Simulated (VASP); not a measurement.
Here is a VASP 6.6.1 calculation.

File INCAR:

```
SYSTEM = Pt
PREC = Accurate
ENCUT = 600
EDIFF = 1E-6
ISMEAR = 1
SIGMA = 0.1
LREAL = .FALSE.
LASPH = .TRUE.
NELM = 80
ALGO = Normal
ISIF = 3
LWAVE = .FALSE.
LCHARG = .FALSE.
GGA = RP
IBRION = 2
NSW = 90
EDIFFG = -0.01
```

KPOINTS

```
Automatic mesh
0
G
  16 16 16
  0 0 0
```

Contents of POSCAR:

```
Pt
1.0
    0.0000000000      1.9609000000      1.9609000000
    1.9609000000      0.0000000000      1.9609000000
    1.9609000000      1.9609000000      0.0000000000
Pt
1
Direct
    0.0000000000      0.0000000000      0.0000000000
```

Potentials or basis: VASP PAW PBE potentials, release 64 (Pt).

Launch:

```sh
$ cat potpaw_PBE.64/Pt/POTCAR > POTCAR
$ mpirun -np 1 vasp_std > vasp.out
```

Problem. Predict the space group after relaxing (to 0.05 Å).

Solution. Fm-3m (No. 225).

Problem. Predict the relaxed volume.

Solution. 15.87 Å³/atom.

Problem. Predict the band gap on the k mesh.

Solution. None (metal or under the smearing width).

Final structure:
```
CELL_PARAMETERS angstrom
0.00000 1.99474 1.99474
1.99474 0.00000 1.99474
1.99474 1.99474 0.00000
ATOMIC_POSITIONS crystal
Pt 0.00000 0.00000 0.00000
```

Caveat: the PAW data sets were made with another functional, which shifts forces and pressure a little. Zero-point motion and thermal expansion aren't in these numbers.
